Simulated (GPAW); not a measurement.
Set up this calculation in GPAW 26.7.0, as an ASE script.

```yaml
Task: equation of state
Functional: LDA
Potentials_or_basis: the program's PAW data sets (release 1.2.1) made for this functional
Cutoff: 600 eV
Basis: pw
k_mesh: 7 × 7 × 4
Occupations: fermi-dirac, width 0.05 eV
Spin: no spin polarisation
Maxiter: 150
Eos_scales: "[0.94, 0.96, 0.98, 1.0, 1.02, 1.04, 1.06]"
```

TiTe2:

```
Te Ti
1.0
     3.77700    0.00000    0.00000
    -1.88850    3.27098    0.00000
     0.00000    0.00000    6.49800
Te Ti
2 1
Direct
  0.33333 0.66667 0.73720
  0.66667 0.33333 0.26280
  0.00000 0.00000 0.00000
```

These files were run (other wordings do the same):

run.py

```python
from ase import Atoms
from ase.eos import EquationOfState
from ase.io import Trajectory
from ase.units import GPa
from gpaw import GPAW, PW

atoms = Atoms(['Te', 'Te', 'Ti'],
              cell=[[3.777, 0.0, 0.0],
                    [-1.8885, 3.2709779501, 0.0],
                    [0.0, 0.0, 6.498]],
              scaled_positions=[[0.3333333333, 0.6666666667, 0.7372],
                                [0.6666666667, 0.3333333333, 0.2628],
                                [0.0, 0.0, 0.0]],
              pbc=True)

traj = Trajectory('eos.traj', 'w')
volumes, energies = [], []
for x in [0.94, 0.96, 0.98, 1.0, 1.02, 1.04, 1.06]:
    a = atoms.copy()
    a.set_cell(atoms.cell * x**(1 / 3), scale_atoms=True)
    calc = GPAW(mode=PW(600),
                xc='LDA',
                kpts={'size': (7, 7, 4), 'gamma': True},
                occupations={'name': 'fermi-dirac', 'width': 0.05},
                nbands=24,
                convergence={'density': 1e-05, 'energy': 1e-05},
                maxiter=150,
                txt=f'eos-{x:.2f}.txt')
    a.calc = calc
    energies.append(a.get_potential_energy(force_consistent=True))
    volumes.append(a.get_volume())
    p = -a.get_stress()[:3].mean() / GPa
    calc.write(f'eos-{x:.2f}.gpw')
    traj.write(a)
    print(f'{x:.2f} {volumes[-1]:10.4f} A^3 {energies[-1]:14.6f} eV {p:9.3f} GPa', flush=True)

v0, e0, B = EquationOfState(volumes, energies, eos='birchmurnaghan').fit()
print(f'V0 = {v0:.4f} A^3, E0 = {e0:.6f} eV, B0 = {B / GPa:.2f} GPa')
```

Potentials or basis: the program's PAW data sets (release 1.2.1) made for this functional, pw.

The run is started by

```console
$ OMP_NUM_THREADS=1 python run.py
```

It gave:

```yaml
Equilibrium_volume: "25.05 Å³/atom (rough: see the caveat)"
Bulk_modulus_at_fixed_shape_and_positions: 75 GPa (rough)
```

Caveat: the minimum lies outside the volumes run; the cell was scaled at fixed shape and fractional positions, which overstates the stiffness of a crystal with free parameters, most of all of layers and chains.

Run time: 2.6 min on 1 thread of Intel(R) Xeon(R) Platinum 8488C (Sapphire Rapids), with other jobs on the host, peak memory 0.35 GiB.
